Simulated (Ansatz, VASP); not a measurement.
# Al in VASP and in Ansatz

```
Al
1.0
     0.00000    2.02398    1.97338
     2.02398    0.00000    1.97338
     2.02398    2.02398    0.00000
Al
1
Direct
  0.00000 0.00000 0.00000
```

Change from the starting cell: strain +0.000 along x and y, -0.025 along z, atoms carried along.

Alike in both runs: task single point; functional LDA; k mesh 20 × 20 × 20; occupations gaussian, width 0.15 eV; no spin polarisation.

```csv
,VASP,Ansatz
version,VASP 6.6.1,Ansatz 0.2.0
potentials or method,"VASP PAW LDA potentials, release 64 (Al)","scalar-relativistic, plane waves, PAW"
plane-wave cutoff (eV),520,420
valence electrons in the cell,3,3
```

|  | VASP | Ansatz | Ansatz less VASP |
| --- | --- | --- | --- |
| gap on the k mesh at the Fermi level (eV) | none | none | - |
| pressure (GPa) | -1.7 | -1.8 | -0.06 |
| largest component of the traceless stress (GPa) | 0.38 | 0.38 | -0.004 |

A gap of «none» marks a metal or a gap that the smearing closes.
